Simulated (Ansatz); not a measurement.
## Compressing Ta2N: a fit and a missing row

Ta2N, P-3m1, a = 3.074 Å, c = 4.895 Å. The structure is a Materials Project entry; whether it is the stable form wasn't checked. Ansatz: r2SCAN, PAW, 500 eV, Γ-centred 15×15×10 mesh on 3 atoms, Gaussian smearing 0.10 eV; no spin polarisation. Shape and atoms are relaxed at each volume; pressure is positive in compression.

| V (Å³/atom) | P (GPa) |
| --- | --- |
| 12.548 | 20.52 |
| 12.949 | ? |
| 13.349 | 0.00 |
| 13.749 | -8.03 |
| 14.150 | -14.85 |

Question: Take V0 = 13.349 Å³/atom, fit the third-order Birch–Murnaghan form to the other rows, and predict the missing pressure.

Answer: With the Eulerian strain f = ½[(V0/V)^(2/3) − 1] and y = P/[3f(1 + 2f)^(5/2)], the form is the line y = B0 + 1.5 B0 (B0′ − 4) f. Rows (f, y): 0.02106, 293.0; -0.00975, 288.4; -0.01905, 286.3. Means f = -0.002580, y = 289.23; Σ(Δf)² = 0.0008815, ΣΔfΔy = 0.1433; the slope is their ratio. y = 289.7 + 162.6 f GPa, so B0 = 289.7 GPa and B0′ = 4 + 2 × (162.6)/(3 × 289.7) = 4.37. At V = 12.949, f = 0.01024, y = 291.37 and P = 9.42 GPa. The run gave 9.43 GPa, so the fit is 0.01 GPa too low, within the rms miss on the fitted rows (0.01 GPa).

The cell has an odd number of electrons and ran without spin polarisation, so a magnetic or disproportionated state may lie lower. Spin–orbit coupling is left out, which can shift energies with elements as heavy as these.

Cost: 5 runs of about 4.5 core-minutes in all, on Intel Xeon 6975P-C (Granite Rapids) (shared hosts).